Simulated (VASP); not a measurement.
# CdS (Fm-3m) in VASP: a series of runs, part 2 of 2

VASP 6.6.1. The steps go on from the part before.

### 4 G0W0 quasiparticle levels, PBE

POSCAR

```
CdS
1.0
    0.0000000000      2.7532440000      2.7532440000
    2.7532440000      0.0000000000      2.7532440000
    2.7532440000      2.7532440000      0.0000000000
Cd S
1 1
Direct
    0.0000000000      0.0000000000      0.0000000000
    0.5000000000      0.5000000000      0.5000000000
```

INCAR.step1

```
SYSTEM = CdS
PREC = Accurate
ENCUT = 450
EDIFF = 1E-8
ISMEAR = 0
SIGMA = 0.01
LREAL = .False.
LASPH = .True.
NELM = 80
ALGO = Normal
LWAVE = .True.
LCHARG = .False.
GGA = PE
```

INCAR.step2

```
SYSTEM = CdS
PREC = Accurate
ENCUT = 450
EDIFF = 1E-8
ISMEAR = 0
SIGMA = 0.01
LREAL = .False.
LASPH = .True.
NELM = 1
ALGO = Exact
LWAVE = .True.
LCHARG = .False.
GGA = PE
NBANDS = 175
LOPTICS = .True.
ISTART = 1
```

INCAR.step3

```
SYSTEM = CdS
PREC = Accurate
ENCUT = 450
EDIFF = 1E-8
ISMEAR = 0
SIGMA = 0.01
LREAL = .False.
LASPH = .True.
ALGO = EVGW0
LWAVE = .False.
LCHARG = .False.
GGA = PE
NELMGW = 1
NBANDS = 175
ENCUTGW = 200
NOMEGA = 48
PRECFOCK = Fast
ISTART = 1
NBANDSGW = 17
```

KPOINTS

```
Automatic mesh
0
Gamma
  3 3 3
  0 0 0
```

Potentials or basis: VASP PAW PBE potentials, release 64 (Cd_GW, S_GW).

Launch:

```bash
$ cat potpaw_PBE.64/Cd_GW/POTCAR potpaw_PBE.64/S_GW/POTCAR > POTCAR
$ cp INCAR.step1 INCAR
$ mpirun -np 1 vasp_std > vasp.out
$ cp INCAR.step2 INCAR
$ mpirun -np 1 vasp_std > vasp.out
$ cp INCAR.step3 INCAR
$ mpirun -np 1 vasp_std > vasp.out
```

OUTCAR:

```text
SYSTEM = CdS
   PREC = Accurate
   ENCUT = 450
   EDIFF = 1E-8
   ISMEAR = 0
   LREAL = .False.
   LASPH = .True.
   GGA = PE
   NELMGW = 1
   ENCUTGW = 200
   PRECFOCK = Fast
   ISTART = 1

 Found      4 irreducible k-points:

 Following reciprocal coordinates:
            Coordinates               Weight
  0.000000  0.000000  0.000000      1.000000
  0.333333  0.000000  0.000000      8.000000
  0.333333  0.333333  0.000000      6.000000
 -0.333333  0.333333  0.000000     12.000000
   k-points           NKPTS =      4   k-points in BZ     NKDIM =     27   number of bands    NBANDS=    175
   number of dos      NEDOS =    301   number of ions     NIONS =      2
   total plane-waves  NPLWV =  21952
   dimension x,y,z NGX =    28 NGY =   28 NGZ =   28
   dimension x,y,z NGXF=    56 NGYF=   56 NGZF=   56
   ions per type =               1   1
   NGX,Y,Z   is equivalent  to a cutoff of  11.95, 11.95, 11.95 a.u.
   NGXF,Y,Z  is equivalent  to a cutoff of  23.91, 23.91, 23.91 a.u.
 SYSTEM =  CdS
   PREC   = accura    normal or accurate (medium, high low for compatibility)
   ISTART =      1    job   : 0-new  1-cont  2-samecut
   ICHARG =      0    charge: 1-file 2-atom 10-const
   ISPIN  =      1    spin polarized calculation?
   LNONCOLLINEAR =      F non collinear calculations
   LSORBIT =      F    spin-orbit coupling
   LASPH  =      T    aspherical Exc in radial PAW
   ENCUT  =  450.0 eV  33.07 Ry    5.75 a.u.   6.73  6.73  6.73*2*pi/ulx,y,z
   NELM   =     60;   NELMIN=  2; NELMDL=  0     # of ELM steps
   EDIFF  = 0.1E-07   stopping-criterion for ELM
   LREAL  =      F    real-space projection
   EDIFFG = 0.1E-06   stopping-criterion for IOM
   NSW    =      0    number of steps for IOM
   IBRION =     -1    ionic relax: 0-MD 1-quasi-New 2-CG
   NFREE  =      0    steps in history (QN), initial steepest desc. (CG)
   ISIF   =      0    stress and relaxation
   ISYM   =      3    0-nonsym 1-usesym 2-fastsym
   POTIM  = 0.5000    time-step for ionic-motion
   TEBEG  =    0.0;   TEEND  =   0.0 temperature during run
   PSTRESS=    0.0 pullay stress
   NELECT =      18.0000    total number of electrons
   NUPDOWN=      -1.0000    fix difference up-down
   EMIN   =  10.00;   EMAX   =-10.00  energy-range for DOS
   EFERMI =   0.00;   METHOD = LEGACY
   ISMEAR =     0;   SIGMA  =   0.01  broadening in eV -4-tet -1-fermi 0-gaus
   EFERMI_NEDOS =   21; number of points for ismear=-14 and -15
   IALGO  =     38    algorithm
   IMIX   =      4    mixing-type and parameters
     AMIX     =   0.40;   BMIX     =  1.00
     AMIX_MAG =   1.60;   BMIX_MAG =  1.00
  volume/ion in A,a.u.               =      20.87       140.84
  Fermi-wavevector in a.u.,A,eV,Ry     =   1.236833  2.337275 20.813583  1.529755
  Thomas-Fermi vector in A             =   2.371425
   LORBIT       =      0    0 simple, 1 ext, 2 COOP (PROOUT), +10 PAW based schemes
   GGA     = PE    functional components
   LHFCALC =     T    Hartree Fock is set to
   PRECFOCK=fast      Normal, Fast or Accurate (Low or Medium for compatibility)
   ENCUT4O =  -1.0   cutoff for four orbital integrals eV
   NKREDX  =     1    reduce k-point grid by
   NKREDY  =     1    reduce k-point grid by
   NKREDZ  =     1    reduce k-point grid by
   AEXX    =    1.0000 exact exchange contribution
   HFSCREEN=    0.0000 screening length (either q_TF or 0.3 A-1)
   HFSCREENC=   0.0000 screening length for correlation (either q_TF or 0.3 A-1)
   ENCUTFOCK=  -1.0 apply spherical cutoff to Coloumb kernel
   IVDW    =     0    specifies the selected vdW correction
   LEPSILON=     F    determine dielectric tensor
   LRPA    =     F    only Hartree local field effects (RPA)
   LRPAFORCE           =     F    calculate RPA forces
   ENCUTGW             = 200.0    cutoff for response function in eV
   ENCUTGWSOFT         = 160.0    soft cutoff for Coulomb kernel in GW response function in eV
   ENCUTLF             =  -1.0    cutoff for local field effects
   NELMGW              =     1    number of iterations in solving QP/BSE equation
   NELMHF              =     1    number of iterations in the inner HF iteration
   NKREDLFX            =     1    NKREDLFY  =   1   NKREDLFZ  =   1
 non-spin polarized calculation
 Gauss-broadening in eV      SIGMA  =   0.01
  energy-cutoff  :      450.00
  volume of cell :       41.74
 maximum number of plane-waves:       906
  NGX = 16; NGY = 16; NGZ = 16
   NGX = 13   NGY = 13   NGZ = 13
 maximum number of plane-waves:       283

 QP shifts <psi_nk| G(iteration)W_0 |psi_nk>: iteration 1
 for sc-GW calculations column KS-energies equals QP-energies in previous step
 and V_xc(KS)=  KS-energies - (<T + V_ion + V_H > + <T+V_H+V_ion>^1  + <V_x>^1)

 k-point   1 :       0.0000    0.0000    0.0000
  band No.  KS-energies  QP-energies   sigma(KS)   V_xc(KS)     V^pw_x(r,r')   Z            occupation Imag(sigma)

      1      -8.2276      -8.6409     -13.3278     -12.6776     -20.6296       0.6356       2.0000       1.2436
      2      -3.3313      -5.1915     -18.0072     -15.3687     -23.1447       0.7050       2.0000       0.3133
      3      -3.3313      -5.1915     -18.0072     -15.3687     -23.1447       0.7050       2.0000       0.3133
      4      -3.3313      -5.1915     -18.0072     -15.3687     -23.1447       0.7050       2.0000       0.3133
      5      -3.3249      -5.2034     -18.1456     -15.5045     -23.4091       0.7112       2.0000       0.3750
      6      -3.3249      -5.2034     -18.1456     -15.5045     -23.4091       0.7112       2.0000       0.3750
[... 9 lines left out ...]
     16      15.6056      15.6980     -10.0309     -10.1578      -3.6388       0.7283       0.0000      -0.3929
     17      15.6056      15.6980     -10.0309     -10.1578      -3.6388       0.7283       0.0000      -0.3929

 k-point   2 :       0.3333    0.0000    0.0000
  band No.  KS-energies  QP-energies   sigma(KS)   V_xc(KS)     V^pw_x(r,r')   Z            occupation Imag(sigma)

      1      -7.4583      -7.8665     -13.7948     -13.1620     -20.8816       0.6451       2.0000       1.1160
      2      -3.5365      -5.3456     -17.8237     -15.2500     -23.1242       0.7029       2.0000       0.3740
      3      -3.5365      -5.3456     -17.8237     -15.2500     -23.1242       0.7029       2.0000       0.3740
      4      -3.4494      -5.2500     -17.5886     -15.0319     -22.7137       0.7043       2.0000       0.3351
      5      -3.1877      -5.0710     -18.2085     -15.5481     -23.3571       0.7079       2.0000       0.3205
      6      -3.1877      -5.0710     -18.2085     -15.5481     -23.3571       0.7079       2.0000       0.3205
[... 9 lines left out ...]
     16      15.8326      16.0614     -10.3878     -10.6923      -4.6916       0.7515       0.0000      -0.2771
     17      21.5622      21.7882     -10.7372     -11.0368      -3.7775       0.7541       0.0000      -0.8474

 k-point   3 :       0.3333    0.3333    0.0000
  band No.  KS-energies  QP-energies   sigma(KS)   V_xc(KS)     V^pw_x(r,r')   Z            occupation Imag(sigma)

      1      -7.4873      -7.9483     -14.0837     -13.3587     -21.1871       0.6359       2.0000       1.0594
      2      -3.4402      -5.2826     -17.8199     -15.2039     -22.9533       0.7043       2.0000       0.3145
      3      -3.2482      -5.1302     -18.2327     -15.5834     -23.5002       0.7104       2.0000       0.3727
      4      -3.1787      -4.8804     -17.4206     -15.0296     -22.6047       0.7117       2.0000       0.4074
      5      -3.1577      -5.0357     -18.2021     -15.5467     -23.3394       0.7072       2.0000       0.3150
      6      -3.1577      -5.0357     -18.2021     -15.5467     -23.3394       0.7072       2.0000       0.3150
[... 9 lines left out ...]
     16      19.5780      19.9286     -11.0798     -11.5432      -4.2763       0.7566       0.0000      -0.6866
     17      19.5780      19.9286     -11.0798     -11.5432      -4.2763       0.7566       0.0000      -0.6866

 k-point   4 :      -0.3333    0.3333    0.0000
  band No.  KS-energies  QP-energies   sigma(KS)   V_xc(KS)     V^pw_x(r,r')   Z            occupation Imag(sigma)

      1      -7.1911      -7.6581     -14.3631     -13.6351     -21.4151       0.6414       2.0000       1.0101
      2      -3.4626      -5.2883     -17.9153     -15.3329     -23.2267       0.7070       2.0000       0.3848
      3      -3.4289      -5.2316     -17.6198     -15.0640     -22.7523       0.7053       2.0000       0.3363
      4      -3.2651      -5.1117     -17.9419     -15.3251     -23.0689       0.7056       2.0000       0.3226
      5      -3.1335      -5.0232     -18.2563     -15.5914     -23.3913       0.7091       2.0000       0.3132
      6      -2.8377      -4.5971     -18.0777     -15.6200     -23.2646       0.7159       2.0000       0.3805
[... 9 lines left out ...]
     16      19.7754      20.0514     -10.8096     -11.1813      -3.9643       0.7425       0.0000      -0.7450
     17      20.9739      21.2626     -10.8866     -11.2693      -4.0494       0.7541       0.0000      -0.8050
```

Run time: 51 s. Hardware: 1 thread of Intel Xeon 6975P-C (Granite Rapids), shared host; peak memory 0.33 GiB.

These settings aren't checked as converged: the numbers below hold their error.

What came out:

```
Band gap on the k mesh, mean-field level : 0.97 eV, indirect (least direct gap 1.47 eV)
Quasiparticle gap                        : 1.59 eV
Least direct quasiparticle gap           : 2.07 eV
```

Caveat: the k mesh is coarse (spacing up to 0.66 Å⁻¹), so the values aren't converged; bands, screening cutoff and mesh are small and nothing is extrapolated, so the quasiparticle values aren't converged; an odd mesh through Γ misses points on the zone boundary, where band edges often lie.
